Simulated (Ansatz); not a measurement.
# AlRu (Pm-3m): modes against biaxial strain in the (111) plane, part 2 of 3

Wanted: the shifts of the zone-centre modes of AlRu (Pm-3m) with strain.

Ansatz 0.2.0; DFT PBEsol, scalar-relativistic, plane waves, PAW; PAW set soft_1.

So far. Step 3 (Tight relaxation): The forces vanish by symmetry and the pressure is 0.000 GPa, within the tolerances set. The cell now holds 13.18 Å³/atom.

## (4) Modes at rest

The force constants come from the linear response of the density to a displacement.

The modes at rest are the reference of the series.

File input.yaml:

```yaml
crystal:
  lattice:
    - [2.9760064477, 0.0, 0.0]
    - [0.0, 2.9760064477, 0.0]
    - [0.0, 0.0, 2.9760064477]
  atoms:
    - { symbol: Al, position: [0.0, 0.0, 0.0] }
    - { symbol: Ru, position: [0.5, 0.5, 0.5] }
kpoints:
  mp_grid: { grid: [16, 16, 16] }
hamiltonian:
  xc: pbesol
  pseudopotentials: { kind: paw, azcp: { folder: soft_1 }, xc_functional: pbe }
scf:
  occupations: { method: methfessel_paxton, width: 0.2 }
output:
  eigenvalues: true
phonons:
  method: dfpt
```

Run with:

```sh
$ ansatz run input.yaml --threads 4 --pin off --max-ram 10240MiB --backend cpu --events-out ev --progress --plain --runs-dir out
```

Numbers of over 12 decimals in the logs are rounded to 6 here.

Output:

```text
[...]
Crystal: 2 atoms, lattice volume = 26.357 Å³
Basis set: ecut = 420 eV, 485 PW (Γ), exchange–correlation on 40×40×40 points (8 copies of the dense FFT grid, shifted against one another)
Bands: 14, of which v1, the nominal top of the filled ones, is band 10 counted from 1 (9 counted from 0)
Symmetry: 48 space group operations
k-points: 405 of 4096 (irreducible under 8 space group operations, time reversal used)
[...]
SCF iter   1: F=—  HF=-6343.381179 eV  |F-HF|=—  |Δ(HF+E_count)|=         —  Δρ=1.17e-1  dr2=4.25e0  ethr=3.10e-3  ⟨swp⟩=4.8  Hψ=27159  notcnv=0
[...]
SCF iter   8: F=-6342.349559 eV  HF=-6342.349559 eV  |F-HF|=9.09e-13  |Δ(HF+E_count)|=  1.82e-12  S|Δr|=    0.00e0  Δρ=3.31e-8  dr2=1.29e-13  ethr=1.00e-12  ⟨swp⟩=3.0  Hψ=20659  notcnv=0
SCF 1 converged in 8 iterations: F = -6342.349559 eV  dr2 = 1.29e-13
[...]
DFPT response loops at Γ: preconditioner auto → Kerker (q_TF=auto, 2.583 Å⁻¹) (partly filled bands, converged f_vac=0.000); β = 1.00, the filter's whole step (`scf.mixing.beta` (0.50) is not read by the response loops under this deck's `scf.mixing.preconditioner`; to damp them name `kerker` or `kerker_dos`, under which they read `scf.mixing.beta`, and type it under 1.00, their step now; both keys bind the ground state too); Broyden in place of MSR1
SCF converged after 8 iterations
[...]
Free energy (F): -6342.349559 eV
[...]
Internal energy: -6342.348261 eV  (E = F + TS)
E sigma→0 (E₀):  -6342.349234 eV
Entropy (-TS):   -0.001298 eV (-0.649 meV/atom)
Fermi energy:    16.200794 eV
[...]
--- Band table (eV; the first three rows and the last of 405) ---
  k-point 0: bands = [... 6 lower, 12.5077, 16.3820, 16.3820, 16.3820, 22.3280, 22.3280, 22.3280, 27.2328]
  k-point 1: bands = [... 6 lower, 12.5360, 16.2838, 16.2838, 16.3916, 21.9482, 22.4826, 22.4826, 27.0538]
  k-point 2: bands = [... 6 lower, 12.6131, 16.0249, 16.0249, 16.4192, 21.0919, 22.9112, 22.9112, 26.5748]
  k-point 404: bands = [... 6 lower, 11.4700, 17.8493, 17.8493, 18.8853, 20.3198, 20.3198, 20.3198, 24.9045]
--- Phonons (Γ-DFPT): 2 representative perturbations + reference, on 405 of 4096 k-points (Σ response iterations 6) ---
  k mesh reduced under 8 symmetry operations, with k and −k counted as one. Each operation leaves every solved perturbation unchanged. A smaller set is not used because it would not reduce the number of displacements times k-points to solve
  ASR residual: 1.412e-5 → 0.000e0 eV/Å²; symmetrization residual: 2.358e-6 eV/Å²
  ASR residual per site (eV/Å²): 1.41e-5 9.56e-6
  Γ frequencies (cm⁻¹): 0.00 0.00 0.00 321.47 321.47 321.47
  non-analytic LO–TO correction: not included (Born effective charges unavailable; polar crystals: no LO–TO splitting at Γ)
```

Elapsed: 9.5 s, on 4 threads of Arm Neoverse V1, shared host; peak memory 0.66 GiB; 35 s of CPU time.

This step gave:

```
sum-rule residual before enforcement                    : 1.41e-5 eV/Å²
point group                                             : m-3m
highest optical mode at the zone centre (no LO-TO term) : 321.5 cm⁻¹
lowest optical zone-centre mode                         : 321.5 cm⁻¹
```

Patterns of degenerate modes are one choice out of their space. Modes at Γ, with each element's share of the kinetic energy:

```csv
mode,frequency (cm⁻¹),symmetry,Al %,Ru %
1,0.0,acoustic,21,79
2,0.0,acoustic,21,79
3,0.0,acoustic,21,79
4,321.5,T1u,79,21
5,321.5,T1u,79,21
6,321.5,T1u,79,21
```

Displacements in mode 6 (321.5 cm⁻¹), the largest set to 1:
```
Al1  0.00  0.00  1.00
Ru2  0.00  0.00 -0.27
```

Before it was imposed, the acoustic sum rule was missed by 1.4e-5 eV/Å². Small misses are needed for a sound result but don't prove that mesh and cutoff are converged. The lowest optical mode is real, 321 cm⁻¹.

## (5) Relaxation of a member: biaxial strain of +4 % in the (111) plane

The cell takes a biaxial strain of +4 % in the (111) plane. The strained lengths are held, while the rest of the cell and the atoms relax.

input.yaml, the sections that differ from step 4:

```yaml
crystal:
  lattice:
    - [3.038958734, -0.0560879716, -0.0560879716]
    - [-0.0560879716, 3.038958734, -0.0560879716]
    - [-0.0560879716, -0.0560879716, 3.038958734]
  atoms:
    - { symbol: Al, position: [0.0, 0.0, 0.0] }
    - { symbol: Ru, position: [0.5, 0.5, 0.5] }
  conventional_axes: [[1, -1, 0], [0, 1, -1], [1, 1, 1]]
output:
  forces: true
  stress: true
  eigenvalues: true
relax:
  adjacent_minimum: "off"
  f_tol: 0.001
  max_steps: 60
  cell: { stress_tol: 0.01, fix: [a, b, gamma] }
# kpoints, hamiltonian, scf: as in step 4
# phonons: removed
```

Output:

```text
[...]
Crystal: 2 atoms, lattice volume = 28.037 Å³
Basis set: ecut = 420 eV, 539 PW (Γ), exchange–correlation on 48×48×48 points (8 copies of the dense FFT grid, shifted against one another)
Bands: 14, of which v1, the nominal top of the filled ones, is band 10 counted from 1 (9 counted from 0)
Symmetry: 12 space group operations
[...]
k-points: 417 of 4096
[...]
k-point 416: bands = [... 6 lower, 10.8058, 16.5850, 16.5850, 17.3112, 18.7929, 18.7929, 19.9037, 23.0582]
--- Relaxed structure (3 steps of the walk, 3 accepted, 1 SCFs on fresh bases) ---
[...]
cell:  # Å, volume = 27.9100 Å³
    - [3.034555, -0.060492, -0.060492]
    - [-0.060492, 3.034555, -0.060492]
    - [-0.060492, -0.060492, 3.034555]
  atoms:
    - { symbol: Al, position: [0, 0, 0] }
    - { symbol: Ru, position: [0.5, 0.5, 0.5] }
[key lines of the parts left out:]
SCF converged after 4 iterations
Free energy (F): -6342.240945 eV
Fermi energy:    15.098842 eV
P = ⅓ Tr σ = -10.3602 GPa (-103.602 kbar)
```

Elapsed: 9.9 s, on 4 threads; peak memory 0.46 GiB; 37 s of CPU time.

Step by step:

```
step  energy less that of the first step (eV)  largest force component (eV/Å)  pressure (GPa)  volume (Å³)
   1                                   0.0000                          0.0000          -11.23        28.04
   2                                  -0.0008                          0.0000          -10.41        27.92
   3                                  -0.0008                          0.0000          -10.36        27.91
  4*                                  -0.0008                          0.0000          -10.36        27.91
```

Relaxation steps marked * repeat the geometry before them on a plane-wave basis chosen anew for their cell, so energy and pressure can jump there.

The run keeps the 12 symmetry operations that it works with, so distortions that break them were not tested.

```
conventional cell, symmetrised  before  after  change
                         a (Å)   4.377  4.377  +0.0 %
                         b (Å)   4.377  4.377  +0.0 %
                         c (Å)   5.069  5.046  -0.5 %
              volume (Å³/atom)   14.02  13.96  -0.5 %
```

The relaxed structure:

```cif
data_structure
_symmetry_space_group_name_H-M 'P 1'
_symmetry_Int_Tables_number 1
_cell_length_a 3.0358
_cell_length_b 3.0358
_cell_length_c 3.0358
_cell_angle_alpha 92.260
_cell_angle_beta 92.260
_cell_angle_gamma 92.260
_cell_volume 27.91
loop_
_atom_site_label
_atom_site_type_symbol
_atom_site_fract_x
_atom_site_fract_y
_atom_site_fract_z
_atom_site_occupancy
Al1 Al 0.00000 0.00000 0.00000 1
Ru2 Ru 0.50000 0.50000 0.50000 1
```

Numbers from this step:

```
pressure        : -10.36 GPa
volume per atom : 13.96 Å³
```

The forces vanish by symmetry.

The cell shrank by 0.5 % in volume.

## (6) Zone-centre modes of the member: biaxial strain of +4 % in the (111) plane

The zone-centre modes follow for biaxial strain of +4 % in the (111) plane.

input.yaml, the sections that differ from step 5:

```yaml
crystal:
  lattice:
    - [3.0345551769, -0.0604915287, -0.0604915287]
    - [-0.0604915287, 3.0345551769, -0.0604915287]
    - [-0.0604915287, -0.0604915287, 3.0345551769]
  atoms:
    - { symbol: Al, position: [0.0, 0.0, 0.0] }
    - { symbol: Ru, position: [0.5, 0.5, 0.5] }
output:
  eigenvalues: true
phonons:
  method: dfpt
# kpoints, hamiltonian, scf: as in step 5
# relax: removed
```

Output:

```text
[...]
Crystal: 2 atoms, lattice volume = 27.910 Å³
Basis set: ecut = 420 eV, 539 PW (Γ), exchange–correlation on 48×48×48 points (8 copies of the dense FFT grid, shifted against one another)
Bands: 14, of which v1, the nominal top of the filled ones, is band 10 counted from 1 (9 counted from 0)
Symmetry: 12 space group operations
k-points: 1098 of 4096 (irreducible under 2 space group operations, time reversal used)
[...]
SCF iter   1: F=—  HF=-6343.257162 eV  |F-HF|=—  |Δ(HF+E_count)|=         —  Δρ=1.14e-1  dr2=4.38e0  ethr=3.10e-3  ⟨swp⟩=4.7  Hψ=72445  notcnv=0
[...]
SCF iter   9: F=-6342.240945 eV  HF=-6342.240945 eV  |F-HF|=0.00e0  |Δ(HF+E_count)|=  4.46e-11  S|Δr|=    0.00e0  Δρ=8.97e-8  dr2=1.12e-12  ethr=1.00e-12  ⟨swp⟩=5.4  Hψ=59947  notcnv=0
SCF 1 converged in 9 iterations: F = -6342.240945 eV  dr2 = 1.12e-12
[...]
SCF converged after 9 iterations
[...]
Free energy (F): -6342.240945 eV
[...]
Internal energy: -6342.239838 eV  (E = F + TS)
E sigma→0 (E₀):  -6342.240668 eV
Entropy (-TS):   -0.001107 eV (-0.554 meV/atom)
Fermi energy:    15.098842 eV
Step filling:    the computed levels leave a gap of 0.0000 eV = 0.0 smearing widths at the electron count; against every level under it full and every level over it empty, smearing changes F+E_penalty+E_count by -0.536 meV and its σ→0 estimate by -0.259 meV
[...]
--- Band table (eV; the first three rows and the last of 1098) ---
  k-point 0: bands = [... 6 lower, 11.7275, 15.0545, 15.3308, 15.3308, 20.9052, 21.0202, 21.0202, 25.8519]
  k-point 1: bands = [... 6 lower, 11.7522, 14.9899, 15.2460, 15.3124, 20.5979, 21.1076, 21.1571, 25.6942]
  k-point 2: bands = [... 6 lower, 11.8238, 14.7810, 15.0212, 15.3048, 19.7599, 21.5279, 21.5387, 25.2684]
  k-point 1097: bands = [... 6 lower, 10.8058, 16.5850, 16.5850, 17.3112, 18.7929, 18.7929, 19.9037, 23.0582]
[...]
ASR residual: 1.065e-4 → 0.000e0 eV/Å²; symmetrization residual: 2.147e-6 eV/Å²
  ASR residual per site (eV/Å²): 1.27e-5 1.06e-4
  Γ frequencies (cm⁻¹): 0.00 0.00 0.00 256.26 256.26 344.52
[...]
```

It took 29 s on 4 threads; peak memory 1.3 GiB.

Numbers from this step:

```
sum-rule residual before enforcement                    : 1.06e-4 eV/Å²
point group                                             : -3m
highest optical mode at the zone centre (no LO-TO term) : 344.5 cm⁻¹
lowest optical zone-centre mode                         : 256.3 cm⁻¹
```

Patterns of degenerate modes are one choice out of their space. The modes at Γ (shares of kinetic energy by element, %):

| mode | frequency (cm⁻¹) | symmetry | Al % | Ru % |
| --- | --- | --- | --- | --- |
| 1 | 0.0 | acoustic | 21 | 79 |
| 2 | 0.0 | acoustic | 21 | 79 |
| 3 | 0.0 | acoustic | 21 | 79 |
| 4 | 256.3 | Eu | 79 | 21 |
| 5 | 256.3 | Eu | 79 | 21 |
| 6 | 344.5 | A2u | 79 | 21 |

Displacements in mode 4 (256.3 cm⁻¹), the largest set to 1:
```
Al1  0.00 -1.00  1.00
Ru2  0.00  0.27 -0.27
```

Displacements in mode 6 (344.5 cm⁻¹), the largest set to 1:
```
Al1  1.00  1.00  1.00
Ru2 -0.27 -0.27 -0.27
```

The lowest optical mode is real, 256 cm⁻¹, and the highest lies at 344.5 cm⁻¹.

For the highest optical mode at the zone centre (no LO-TO term), step 4 gave 321 cm⁻¹; this run, with strain 4 %, gives 345 cm⁻¹ (+7 %).

## (7) A member of the series: biaxial strain of -4 % in the (111) plane

The cell takes a biaxial strain of -4 % in the (111) plane. The strained lengths are held, while the rest of the cell and the atoms relax.

input.yaml, the sections that differ from step 6:

```yaml
crystal:
  lattice:
    - [2.919419718, 0.0624535281, 0.0624535281]
    - [0.0624535281, 2.919419718, 0.0624535281]
    - [0.0624535281, 0.0624535281, 2.919419718]
  atoms:
    - { symbol: Al, position: [0.0, 0.0, 0.0] }
    - { symbol: Ru, position: [0.5, 0.5, 0.5] }
  conventional_axes: [[1, -1, 0], [0, 1, -1], [1, 1, 1]]
output:
  forces: true
  stress: true
  eigenvalues: true
relax:
  adjacent_minimum: "off"
  f_tol: 0.001
  max_steps: 60
  cell: { stress_tol: 0.01, fix: [a, b, gamma] }
# kpoints, hamiltonian, scf: as in step 6
# phonons: removed
```

Output:

```text
[...]
Crystal: 2 atoms, lattice volume = 24.849 Å³
Basis set: ecut = 420 eV, 467 PW (Γ), exchange–correlation on 40×40×40 points (8 copies of the dense FFT grid, shifted against one another)
Bands: 14, of which v1, the nominal top of the filled ones, is band 10 counted from 1 (9 counted from 0)
Symmetry: 12 space group operations
[...]
k-points: 417 of 4096
[...]
k-point 416: bands = [... 6 lower, 12.2669, 18.9485, 18.9485, 19.6973, 21.1758, 21.8854, 21.8854, 25.5825]
--- Relaxed structure (4 steps of the walk, 4 accepted, 2 SCFs on fresh bases) ---
[...]
cell:  # Å, volume = 25.0818 Å³
    - [2.928943, 0.071976, 0.071976]
    - [0.071976, 2.928943, 0.071976]
    - [0.071976, 0.071976, 2.928943]
  atoms:
    - { symbol: Al, position: [0, 0, 0] }
    - { symbol: Ru, position: [0.500000, 0.500000, 0.500000] }
[key lines of the parts left out:]
SCF converged after 5 iterations
Free energy (F): -6342.223880 eV
Fermi energy:    17.186183 eV
P = ⅓ Tr σ = 13.2252 GPa (132.252 kbar)
```

Wall time 12 s (4 threads); peak memory 0.44 GiB.

The steps of the relaxation:

| step | energy less that of the first step (eV) | largest force component (eV/Å) | pressure (GPa) | volume (Å³) |
| --- | --- | --- | --- | --- |
| 1 | 0.0000 | 0.0000 | 15.57 | 24.85 |
| 2 | -0.0022 | 0.0000 | 13.39 | 25.06 |
| 3 | -0.0022 | 0.0000 | 13.24 | 25.08 |
| 4* | -0.0025 | 0.0000 | 13.24 | 25.08 |
| 5 | -0.0025 | 0.0000 | 13.23 | 25.08 |
| 6* | -0.0025 | 0.0000 | 13.23 | 25.08 |

Relaxation steps marked * repeat the geometry before them on a plane-wave basis chosen anew for their cell, so energy and pressure can jump there.

The run keeps the 12 symmetry operations that it works with, so distortions that break them were not tested.

```
conventional cell, symmetrised  before  after  change
                         a (Å)   4.040  4.040  +0.0 %
                         b (Å)   4.040  4.040  +0.0 %
                         c (Å)   5.273  5.322  +0.9 %
              volume (Å³/atom)   12.42  12.54  +0.9 %
```

The relaxed structure:

```xyz
2
Lattice="2.9289 0.0720 0.0720 0.0720 2.9289 0.0720 0.0720 0.0720 2.9289" Properties=species:S:1:pos:R:3 pbc="T T T"
Al    0.0000    0.0000    0.0000
Ru    1.5364    1.5364    1.5364
```

This step gave:

```yaml
pressure: 13.23 GPa
volume_per_atom: 12.54 Å³
```

The forces vanish by symmetry.

The cell grew by 0.9 % in volume.

(Continued in part 3 of 3.)

[Logs are printed without paths, hosts, clocks, repeated set-up lines and the standing remarks that a program may print on its own settings, such as how far it seeks lower states.]

[Hosts, paths, dates, database ids (printed as entryN), source tags and the programs' standing remarks are cut or masked in the printed files.]
